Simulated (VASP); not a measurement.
Set up this calculation in VASP 6.6.1, as the native input.

```
Task                   : single point
Functional             : revPBE
Potentials or basis    : VASP PAW PBE potentials, release 64 (Rb_sv)
Cutoff                 : 520 eV
k mesh                 : 8 × 8 × 8
Occupations            : fermi-dirac, width 0.1 eV
Spin                   : no spin polarisation
Dipole correction      : no
Further INCAR settings : ALGO = Normal; EDIFF = 1e-06; NBANDS = 10
```

The structure of Rb lies in POSCAR:

```
Rb
1.0
    0.0000000000      3.6804735160      3.6804735160
    3.6804735160      0.0000000000      3.6804735160
    3.6804735160      3.6804735160      0.0000000000
Rb
1
Direct
    0.0000000000      0.0000000000      0.0000000000
```

The cell was built by a generator and needn't be a form met in nature.

These files were run (other wordings do the same):

INCAR

```
ALGO = Normal
EDIFF = 1E-6
ENCUT = 520
GGA = RE
ISIF = 2
ISMEAR = -1
LASPH = True
LCHARG = False
LREAL = False
LWAVE = False
NBANDS = 10
NELM = 80
PREC = Accurate
SIGMA = 0.1
```

KPOINTS

```
k-points
0
Gamma
  8 8 8
```

Potentials or basis: VASP PAW PBE potentials, release 64 (Rb_sv).

Run with:

```sh
$ cat potpaw_PBE.64/Rb_sv/POTCAR > POTCAR
$ mpirun -np 1 vasp_std > vasp.out
```

Results of the run:

```
Pressure               : 0.0 GPa
Band gap on the k mesh : none (metal or under the smearing width)
```

Caveat: the PAW data sets were made with another functional, which shifts forces and pressure a little.

It took 35 s on 1 thread of AMD EPYC 7R13 Processor (Zen 3), on a shared host, peak memory 0.2 GiB.
